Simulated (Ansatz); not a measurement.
Input and command of a plane-wave DFT calculation in Ansatz:

```yaml
crystal:
  lattice:
    - [6.2855222178, 0.0, 0.0]
    - [0.0, 6.2855222178, 0.0]
    - [0.0, 0.0, 23.4543353835]
  atoms:
    - { symbol: Ta, position: [0.25, 0.25, 0.3410883263] }
    - { symbol: Ta, position: [0.25, 0.75, 0.3410883263] }
    - { symbol: Ta, position: [0.75, 0.25, 0.3410883263] }
    - { symbol: Ta, position: [0.75, 0.75, 0.3410883263] }
    - { symbol: C, position: [0.5, 0.5, 0.3410883263] }
    - { symbol: C, position: [0.5, 0.0, 0.3410883263] }
    - { symbol: C, position: [0.0, 0.5, 0.3410883263] }
    - { symbol: C, position: [0.0, 0.0, 0.3410883263] }
    - { symbol: Ta, position: [0.5, 0.5, 0.4333693642] }
    - { symbol: Ta, position: [0.5, 0.0, 0.4333693642] }
    - { symbol: Ta, position: [0.0, 0.5, 0.4333693642] }
    - { symbol: Ta, position: [0.0, 0.0, 0.4333693642] }
    - { symbol: C, position: [0.75, 0.75, 0.4319919998] }
    - { symbol: C, position: [0.75, 0.25, 0.4319919998] }
    - { symbol: C, position: [0.25, 0.75, 0.4319919998] }
    - { symbol: C, position: [0.25, 0.25, 0.4319919998] }
    - { symbol: Ta, position: [0.75, 0.75, 0.5222385817] }
    - { symbol: Ta, position: [0.75, 0.25, 0.5222385817] }
    - { symbol: Ta, position: [0.25, 0.75, 0.5222385817] }
    - { symbol: Ta, position: [0.25, 0.25, 0.5222385817] }
    - { symbol: C, position: [0.0, 0.0, 0.5310266101] }
    - { symbol: C, position: [0.0, 0.5, 0.5310266101] }
    - { symbol: C, position: [0.5, 0.0, 0.5310266101] }
    - { symbol: C, position: [0.5, 0.5, 0.5310266101] }
    - { symbol: C, position: [0.0251764947, 0.3135154269, 0.6569777381] }
    - { symbol: C, position: [0.1051867399, 0.1279826324, 0.6399915395] }
    - { symbol: H, position: [0.1303632346, 0.4414980593, 0.6700115758] }
    - { symbol: H, position: [-0.1456949566, 0.3379179958, 0.657894413] }
    - { symbol: H, position: [0.0, 0.0, 0.6269577018] }
    - { symbol: H, position: [0.2760581911, 0.1035800635, 0.6390748646] }
basis:
  ecutwfc: 420
kpoints:
  mp_grid: { grid: [3, 3, 1] }
hamiltonian:
  xc: pbe
  dispersion: d3bj
scf:
  occupations: { method: gaussian, width: 0.1 }
output:
  forces: true
  eigenvalues: true
relax:
  adjacent_minimum: "off"
  f_tol: 0.04
  max_steps: 100
  constraints: [{ sites: [0, 1, 2, 3, 4, 5, 6, 7] }]
efield:
  axis: 3
  dipole_correction: true
  ramp_width: 0.04
```

```bash
ansatz run input.yaml --threads 4 --pin off --max-ram 12288MiB --backend cpu --events-out ev --progress --plain --runs-dir out
```

Processor: Intel(R) Xeon(R) Platinum 8488C (Sapphire Rapids), 4 threads, on a host shared with other jobs.

**Question.** How long does it run, and how much memory does it take?

**Answer.** About 4.2 min on 4 threads of Intel(R) Xeon(R) Platinum 8488C (Sapphire Rapids) (shared host), peak memory 2.7 GiB. It solves 138 bands at 5 k points (the mesh reduced by the symmetry that the task leaves, which can be less than the crystal's) with about 18171 plane waves, in 81 SCF iterations over 13 ionic steps.
